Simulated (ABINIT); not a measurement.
The system is As.

```xyz
2
Lattice="1.8808 1.0859 3.5141 -1.8808 1.0859 3.5141 0.0000 -2.1718 3.5141" Properties=species:S:1:pos:R:3 pbc="T T T"
As    0.0000    0.0000    2.3825
As    0.0000    0.0000    8.1597
```

Base run:

```yaml
Program: ABINIT 10.8.3 (patched build)
Functional: WC
Potentials_or_basis: JTH PAW PBE v2.0
Cutoff: 490 eV
k_mesh: 9 × 9 × 9
Occupations: fermi-dirac, width 0.05 eV
Spin: no spin polarisation
```

Its results: band gap on the k mesh none (metal or under the smearing width); pressure 0.6 GPa; largest force 0.402 eV/Å.

Task: The run is repeated on the same cell with these changes: functional from WC to PW91. What comes out?

Result: Band gap on the k mesh none (metal or under the smearing width); pressure 3.8 GPa; largest force 0.435 eV/Å.

PW91 binds less tightly than WC, so the same cell stands under more pressure.

Caveats: the PAW data sets were made with another functional, which shifts forces and pressure a little.
